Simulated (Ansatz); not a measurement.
# BaTiO3 (R3m) in Ansatz: notebook

The runs below take BaTiO3 through relaxation of cell and atoms, single point, with PBE+U, RPBE+D3(BJ), PBE.

All numbers are computed with Ansatz 0.2.0; they aren't measurements. Logs are shortened: lines on timing, memory, paths and dates and some standing lists are left out, and cuts for length are marked.

## (1) Starting point

Symmetry: R3m, No. 160, trigonal system. The conventional cell has a = 5.655 Å, b = 5.655 Å, c = 6.955 Å, α = 90.00°, β = 90.00°, γ = 120.00°. Ba (site symmetry 3m) is surrounded by 12 O at 2.79 to 2.89 Å. Ti (site symmetry 3m) has 6 O at 1.87 to 2.14 Å as nearest neighbours. O (site symmetry m) has 2 Ti at 1.87 to 2.14 Å as nearest neighbours.

## (2) Relaxation of cell and atoms, PBE+U

Contents of input.yaml:

```yaml
crystal:
  lattice:
    - [2.8273666084, 1.6323808724, 2.3183934932]
    - [-2.8273666084, 1.6323808724, 2.3183934932]
    - [0.0, -3.2647617449, 2.3183934932]
  atoms:
    - { symbol: Ba, position: [0.0, 0.0, 0.0] }
    - { symbol: Ti, position: [0.4845, 0.4845, 0.4845] }
    - { symbol: O, position: [0.5086, 0.0175, 0.5086] }
    - { symbol: O, position: [0.0175, 0.5086, 0.5086] }
    - { symbol: O, position: [0.5086, 0.5086, 0.0175] }
hamiltonian:
  xc: pbe
  pseudopotentials: { kind: paw }
  hubbard: { sites: [{ species: Ti, l: d, u_eff: 1.0 }] }
kpoints:
  mp_grid: { grid: [7, 7, 7] }
scf:
  occupations: { method: fermi_dirac, width: 0.05 }
output:
  forces: true
  stress: true
  eigenvalues: true
  write_density: true
  write_potential: true
  elf: true
  volumetric_format: npy
relax:
  f_tol: 0.01
  max_steps: 40
  cell: { stress_tol: 0.05 }
```

Potentials or basis: Ansatz PAW.

Launch:

```sh
$ ansatz run input.yaml --threads 2 --pin off --max-ram 5632MiB --backend cpu --events-out ev --progress --plain --runs-dir out
```

What it wrote:

```text
Warning: RAYON_NUM_THREADS=2 ignored (pool sized by the plan → 2); use --threads N
Ba: projections on atomic orbitals take those of the free atom [Kr 4d10] 5s2 5p6 6s2, of charge +0.00 (hamiltonian.pseudopotentials.projection_atoms); the dataset's partial waves leave at most 9.7e-6 of an orbital's norm unspanned inside its sphere
Ti: projections on atomic orbitals take those of the free atom [Ne] 3s2 3p6 3d2 4s2, of charge +0.00 (hamiltonian.pseudopotentials.projection_atoms); the dataset's partial waves leave at most 4.1e-7 of an orbital's norm unspanned inside its sphere
O: projections on atomic orbitals take those of the free atom [He] 2s2 2p4, of charge +0.00 (hamiltonian.pseudopotentials.projection_atoms); the dataset's partial waves leave at most 1.9e-8 of an orbital's norm unspanned inside its sphere
Engine: ansatz 0.2.0, x86_64-unknown-linux-gnu
Pseudopotentials: kind: paw
Pseudopotential: Ba, paw, valence charge 10, recommended cutoff 420 eV (normal), Ba.paw.azcp
Pseudopotential: Ti, paw, valence charge 12, recommended cutoff 420 eV (normal), Ti.paw.azcp
Pseudopotential: O, paw, valence charge 6, recommended cutoff 420 eV (normal), O.paw.azcp
Functional definition: PBE
  parameter kappa = 0.804
  parameter beta = 0.06672455060314922
  exchange = pbe_x(kappa = kappa, mu = beta*pi^2/3)
  correlation = pbe_c(beta = beta)
Crystal: 5 atoms, lattice volume = 64.201 Å³
Basis set: ecut = 420 eV, 1237 PW (Γ), exchange–correlation on 54×54×54 points (8 copies of the dense FFT grid, shifted against one another)
Bands: 25, of which v1, the nominal top of the filled ones, is band 20 counted from 1 (19 counted from 0)
Symmetry: 6 space group operations
Space group: R3m (ITA 160), of the structure as read, at distance tolerance 4.0e-5 Å
k-points: 44 of 343 (time reversal used)
Non-local potential: Ba, projectors of the file, l = 0: 3, l = 1: 2, l = 2: 2, l = 3: 2
Non-local potential: Ti, projectors of the file, l = 0: 3, l = 1: 2, l = 2: 3, l = 3: 1
Non-local potential: O, projectors of the file, l = 0: 2, l = 1: 2, l = 2: 1
PAW form: soft (Blöchl's): semilocal exchange-correlation on the pseudo side does not see the compensation charge
PAW one-centre angular grid: Ba, 194 points (default); XC on 64 Gauss nodes
PAW one-centre angular grid: Ti, 590 points (default); XC on 64 Gauss nodes
PAW one-centre angular grid: O, 110 points (default); XC on 64 Gauss nodes
Initial density: superposition of atomic densities (chi_scale 0.1, normalization cell, long waves kept (reshape's long-wave potential 0.00 eV rms))
Initial wavefunctions: pseudopotential atomic-orbital guess
Functional: x = pbe(κ = 0.804, μ = 0.2195149727645171), c = pbe(β = 0.06672455060314922)
SCF iter   1: F=—  HF=-10159.055972 eV  |F-HF|=—  |Δ(HF+E_count)|=         —  Δρ=5.08e-2  dr2=1.96e0  ethr=3.10e-3  ⟨swp⟩=7.2  Hψ=5842  notcnv=0
preconditioner: auto → Resta (q_TF=auto, 2.521 Å⁻¹)  ε∞=5.6  [insulator: Δε(μ)=3.110 eV  Ē_g=11.819 eV  σ=0.050 eV  W_gap=1.00  n_scr=18 (ndim 8)  ℏωp=25.4 eV  f_vac=0.000  D(μ)=0.00/eV (n_scr^D=0)  ε∞_Penn≈5.6]
SCF iter   2: F=—  HF=-10158.751559 eV  |F-HF|=—  |Δ(HF+E_count)|=   3.04e-1  Δρ=2.73e-2  dr2=4.75e-1  ethr=3.10e-3  ⟨swp⟩=3.7  Hψ=2550  notcnv=0  defer=44
SCF iter   3: F=—  HF=-10158.718993 eV  |F-HF|=—  |Δ(HF+E_count)|=   3.26e-2  Δρ=1.64e-2  dr2=2.04e-1  ethr=1.19e-3  ⟨swp⟩=2.5  Hψ=1941  notcnv=0  defer=43
SCF iter   4: F=—  HF=-10158.693629 eV  |F-HF|=—  |Δ(HF+E_count)|=   2.54e-2  Δρ=5.90e-3  dr2=2.07e-2  ethr=5.11e-4  ⟨swp⟩=2.9  Hψ=1740  notcnv=0  defer=43
SCF iter   5: F=—  HF=-10158.694343 eV  |F-HF|=—  |Δ(HF+E_count)|=   7.13e-4  Δρ=1.44e-3  dr2=9.83e-4  ethr=5.18e-5  ⟨swp⟩=2.3  Hψ=1911  notcnv=0  defer=43
SCF iter   6: F=—  HF=-10158.695183 eV  |F-HF|=—  |Δ(HF+E_count)|=   8.40e-4  Δρ=2.52e-4  dr2=2.56e-5  ethr=2.46e-6  ⟨swp⟩=2.0  Hψ=1810  notcnv=0  defer=43
SCF iter   7: F=—  HF=-10158.695228 eV  |F-HF|=—  |Δ(HF+E_count)|=   4.55e-5  Δρ=2.96e-5  dr2=6.18e-7  ethr=6.40e-8  ⟨swp⟩=2.0  Hψ=1814  notcnv=0  defer=43
SCF iter   8: F=-10158.695229 eV  HF=-10158.695229 eV  |F-HF|=2.16e-8  |Δ(HF+E_count)|=   9.22e-7  Δρ=6.63e-6  dr2=2.98e-8  ethr=2.50e-10  ⟨swp⟩=15.5  Hψ=9723  notcnv=0
SCF 1 converged in 8 iterations: F = -10158.695229 eV  dr2 = 2.98e-8
  Residual-converged pass: ⟨swp⟩=1.0  Hψ=1278  notcnv=0  max |occ|·‖R‖ = 7.0e-9 eV (tolerance 1.0e-8 eV)  dr2=2.98e-8  dr2_onsite=1.04e-9  max |Δocc| = 5.2e-21
[... 94 lines left out ...]
Crystal: 5 atoms, lattice volume = 66.833 Å³
iter 1 solved again at ethr=9.61e-9 eV; its pass at ethr=3.10e-3 eV (dr2=3.84e-6 eV) is discarded
SCF iter   1: F=—  HF=-10158.734556 eV  |F-HF|=—  |Δ(HF+E_count)|=         —  Δρ=7.95e-5  dr2=4.04e-6  ethr=9.61e-9  ⟨swp⟩=2.0  Hψ=5610  notcnv=0
preconditioner: auto → Resta (q_TF=auto, 2.505 Å⁻¹)  ε∞=5.6  [insulator: Δε(μ)=2.688 eV  Ē_g=12.031 eV  σ=0.050 eV  W_gap=1.00  n_scr=18 (ndim 8)  ℏωp=25.7 eV  f_vac=0.000  D(μ)=0.00/eV (n_scr^D=0)  ε∞_Penn≈5.6]
SCF iter   2: F=—  HF=-10158.734556 eV  |F-HF|=—  |Δ(HF+E_count)|=   4.39e-7  Δρ=4.86e-5  dr2=1.49e-6  ethr=9.61e-9  ⟨swp⟩=2.0  Hψ=1753  notcnv=0
SCF iter   3: F=—  HF=-10158.734555 eV  |F-HF|=—  |Δ(HF+E_count)|=   2.26e-7  Δρ=1.49e-5  dr2=1.20e-7  ethr=3.73e-9  ⟨swp⟩=2.8  Hψ=1929  notcnv=0
SCF iter   4: F=-10158.734555 eV  HF=-10158.734555 eV  |F-HF|=7.02e-10  |Δ(HF+E_count)|=   5.30e-9  Δρ=2.43e-6  dr2=3.98e-9  ethr=6.41e-11  ⟨swp⟩=8.4  Hψ=7515  notcnv=0
SCF 10 converged in 4 iterations: F = -10158.734555 eV  dr2 = 3.98e-9
relax step  10: F+E_penalty+E_count = -10158.73455536 eV  Δ(F+E_penalty+E_count) = -1.538e-4 eV  max|allowed force component| = 9.773e-4 eV/Å  Δτ_max = 0.0002 Å  P = +0.004 GPa  Ω = 66.833 Å³  energy of the carried Pulay correction = -5.754e-4 eV  (4 SCF iters, dr2 threshold 2.57e-8 eV, accepted)
iter 1 solved again at ethr=2.65e-8 eV; its pass at ethr=3.10e-3 eV (dr2=1.06e-5 eV) is discarded
SCF iter   1: F=—  HF=-10158.735154 eV  |F-HF|=—  |Δ(HF+E_count)|=         —  Δρ=8.50e-5  dr2=1.54e-7  ethr=2.65e-8  ⟨swp⟩=3.1  Hψ=8864  notcnv=0
preconditioner: auto → Resta (q_TF=auto, 2.505 Å⁻¹)  ε∞=5.6  [insulator: Δε(μ)=2.687 eV  Ē_g=12.030 eV  σ=0.050 eV  W_gap=1.00  n_scr=18 (ndim 8)  ℏωp=25.7 eV  f_vac=0.000  D(μ)=0.00/eV (n_scr^D=0)  ε∞_Penn≈5.6]
SCF iter   2: F=—  HF=-10158.735189 eV  |F-HF|=—  |Δ(HF+E_count)|=   3.43e-5  Δρ=4.29e-5  dr2=5.00e-8  ethr=3.85e-10  ⟨swp⟩=2.0  Hψ=1938  notcnv=0
SCF iter   3: F=—  HF=-10158.735198 eV  |F-HF|=—  |Δ(HF+E_count)|=   9.60e-6  Δρ=1.49e-5  dr2=2.36e-8  ethr=1.25e-10  ⟨swp⟩=2.5  Hψ=1873  notcnv=0
SCF iter   4: F=—  HF=-10158.735199 eV  |F-HF|=—  |Δ(HF+E_count)|=   1.08e-6  Δρ=1.31e-6  dr2=2.04e-10  ethr=5.90e-11  ⟨swp⟩=2.9  Hψ=2025  notcnv=0
SCF iter   5: F=-10158.735199 eV  HF=-10158.735199 eV  |F-HF|=2.29e-10  |Δ(HF+E_count)|=   6.84e-9  Δρ=3.00e-7  dr2=3.80e-11  ethr=1.00e-12  ⟨swp⟩=6.9  Hψ=5790  notcnv=0
SCF 11 converged in 5 iterations: F = -10158.735199 eV  dr2 = 3.80e-11
relax step  11: F+E_penalty+E_count = -10158.73519942 eV  Δ(F+E_penalty+E_count) = -6.441e-4 eV  max|allowed force component| = 9.818e-4 eV/Å  Δτ_max = 0.0000 Å  P = +0.011 GPa  Ω = 66.833 Å³  stress off target by 1.27e-2 GPa  SCF on the basis re-selected at this cell (its energy is not comparable with the rows above)  (5 SCF iters)
basis re-selected at this cell: Δ(F+E_penalty+E_count) = -6.441e-4 eV, ΔP = +0.007 GPa vs the last step (what re-selecting the basis moved, of the pressure what is left beyond the Pulay correction that the steps carried, after the strain that the cell walked since its last selection, with what the two solves' SCF thresholds leave and, on support functions, any second-order correction that the steps lacked; it is no measure of the basis error at this ecutwfc). This SCF's stress stands 1.27e-2 GPa from its target on what of the cell is left free (relax.cell.stress_tol is 5.00e-2 GPa) and its largest allowed force component is 9.82e-4 eV/Å (relax.f_tol is 1.00e-2 eV/Å): within both
SCF converged after 5 iterations
Free energy (F): -10158.735199 eV
Harris-Foulkes:  -10158.735199 eV  (|F-HF|=2.29e-10)
Internal energy: -10158.735199 eV  (E = F + TS)
E sigma→0 (E₀):  -10158.735199 eV
Fermi energy:    11.015785 eV
--- Per-component energies (eV) ---
  E_band       = -162.764103
  E_kinetic    = 968.453061
  E_local      = -2175.800900  (includes V_loc(G=0)·N_el)
  E_nonlocal   = 203.503341
  E_hartree    = 847.392988
  E_xc         = -490.903756
  E_vxc        = -545.322970  (∫ρ·V_xc dr)
  E_hubbard    = 0.890314  (on-site DFT+U / exact-exchange correction)
  E_vhub       = 0.606045  (the Hubbard potential's part of the band-sum identity)
  E_paw        = -6744.502119  (= ΣΔE_a)
  E_vpaw       = -308.996067  (= ΣTr[D̂ρ^β])
  E_aug_tail   = 0.007380  (compensation charges beyond the density's cutoff)
  E_ewald      = -2767.775509
  E_smearing   = -0.000000  (= −TS)
  E_closure    = 0.000000  (closes the sum)
  Σ components = -10158.735199   (vs F -10158.735199, Δ=0.00e0)
--- Forces (eV/Å), atoms counted from 1 ---
  atom   1  Ba     0.00000000    -0.00000000     0.00070852
  atom   2  Ti     0.00000000    -0.00000000     0.00013487
  atom   3  O      0.00085030    -0.00049092    -0.00028319
  atom   4  O     -0.00085030    -0.00049092    -0.00028319
  atom   5  O      0.00000000     0.00098184    -0.00028319
  max |Σ_I F_I| component: 6.16e-6 eV/Å
--- Stress (GPa, compression-positive) ---
        0.012712      -0.000000       0.000000
       -0.000000       0.012712       0.000000
        0.000000       0.000000       0.008854
  P = ⅓ Tr σ = 0.0114 GPa (0.114 kbar)
--- Band table (eV; the first three rows and the last of 44) ---
  k-point 0: bands = ["-46.8109", "-23.0600", "-23.0576", "-23.0576", "-15.0421", "-6.9834", "-6.2940", "-6.2940", "-0.2172", "-0.2167", "-0.2167", "7.5060", "7.5060", "7.5070", "8.3759", "8.3759", "8.6890", "9.0952", "9.2207", "9.2207", "12.3329", "12.3329", "12.5068", "14.1447", "14.1447"]
  k-point 1: bands = ["-46.8107", "-23.0664", "-23.0587", "-23.0573", "-15.0243", "-6.9882", "-6.2886", "-6.2882", "-0.1913", "-0.1901", "-0.1525", "7.1860", "7.4609", "7.4731", "8.1992", "8.2112", "8.5689", "8.8004", "9.1487", "9.2115", "12.3477", "12.5816", "12.5954", "14.1424", "14.5862"]
  k-point 2: bands = ["-46.8104", "-23.0838", "-23.0581", "-23.0566", "-14.9837", "-7.0467", "-6.2763", "-6.2182", "-0.1329", "-0.1275", "-0.0103", "6.5281", "7.3148", "7.3331", "7.9263", "7.9278", "8.3009", "8.4134", "8.9530", "8.9902", "12.4203", "12.9985", "13.1175", "14.1327", "15.2252"]
  k-point 43: bands = ["-46.8090", "-23.0948", "-23.0925", "-23.0924", "-14.8338", "-6.2396", "-6.1777", "-6.1622", "-0.7755", "-0.7728", "-0.6682", "5.5786", "6.3137", "6.3285", "7.2324", "7.3953", "7.4548", "9.5575", "9.5651", "9.6261", "13.8409", "14.0370", "14.0379", "16.2069", "16.2867"]
Occupation matrices written to <dir>
--- Relaxed structure (9 steps of the walk, 9 accepted, 2 SCFs on fresh bases) ---
  F+E_penalty+E_count = -10158.73519942 eV   max|allowed force component| = 9.818e-4 eV/Å   (the final SCF, on the basis selected at the relaxed cell)
  cell:  # Å, volume = 66.8329 Å³
    - [2.8626562985244814, 1.6527553845335623, 2.3542953535131708]
    - [-2.8626562985244814, 1.6527553845335623, 2.3542953535131708]
    - [8.915014582820448e-19, -3.3055107691179, 2.3542953534775264]
  atoms:
    - { symbol: Ba, position: [-0.004998258162341324, -0.004998258162341324, -0.004998258162341324] }
    - { symbol: Ti, position: [0.4816321041129806, 0.4816321041129806, 0.4816321041129805] }
    - { symbol: O, position: [0.5108316706988912, 0.020902812651578395, 0.5108316706988912] }
    - { symbol: O, position: [0.020902812651578395, 0.5108316706988912, 0.5108316706988912] }
    - { symbol: O, position: [0.5108316706988911, 0.5108316706988911, 0.02090281265157845] }
```

Run time: 44 s. Hardware: 2 threads of AMD EPYC 7R43 (Zen 3), shared host; peak memory 0.53 GiB.

Results:

```
Free energy                            : -10158.7352 eV
Relaxed volume                         : 13.37 Å³/atom
Relaxed cell                           : a = 4.058 Å, b = 4.058 Å, c = 4.058 Å, α = 89.72°, β = 89.72°, γ = 89.72°
Space group after relaxing (to 0.05 Å) : R3m (No. 160)
Energy gained by relaxing              : 8.0 meV/atom
Ionic steps                            : 11
Pressure after relaxing                : 0.0 GPa
Band gap on the k mesh                 : 2.69 eV, indirect (least direct gap 3.11 eV)
```

The path:
```tsv
step	energy change (eV)	largest force (eV/Å)	volume (Å³)
1	0.0000	0.2401	64.20
2	-0.0133	0.4491	66.60
3	-0.0288	0.1323	66.36
4	-0.0292	0.1108	66.35
5	-0.0296	0.0625	66.42
6	-0.0293	0.0411	66.72
7	-0.0296	0.0005	66.66
8	-0.0398	0.0006	66.66
9	-0.0392	0.0057	66.88
10	-0.0393	0.0010	66.83
11	-0.0400	0.0010	66.83
```

Final structure:
```cif
data_structure
_symmetry_space_group_name_H-M 'P 1'
_symmetry_Int_Tables_number 1
_cell_length_a 4.0582
_cell_length_b 4.0582
_cell_length_c 4.0582
_cell_angle_alpha 89.723
_cell_angle_beta 89.723
_cell_angle_gamma 89.723
_cell_volume 66.83
loop_
_atom_site_label
_atom_site_type_symbol
_atom_site_fract_x
_atom_site_fract_y
_atom_site_fract_z
_atom_site_occupancy
Ba1 Ba 0.99500 0.99500 0.99500 1
Ti1 Ti 0.48163 0.48163 0.48163 1
O1 O 0.51083 0.02090 0.51083 1
O2 O 0.02090 0.51083 0.51083 1
O3 O 0.51083 0.51083 0.02090 1
```

Eigenvalues of the final occupation matrices:
| site | spin | trace | eigenvalues |
| --- | --- | --- | --- |
| site 1 | 1 | 1.17 | 0.20 0.20 0.20 0.28 0.28 |

Caveat: odd divisions of the mesh miss points on the zone boundary, where band edges often lie, so the gap on the mesh can be too wide; the plane-wave basis is chosen anew once the cell has moved, so the energies of steps on either side of that aren't comparable; the pressure holds a Pulay correction of +0.5 GPa for the finite cutoff; spin-orbit coupling is left out, which moves the levels of the heavy elements. A k mesh can miss the band edges.

(Part 1 of 2 ends here.)
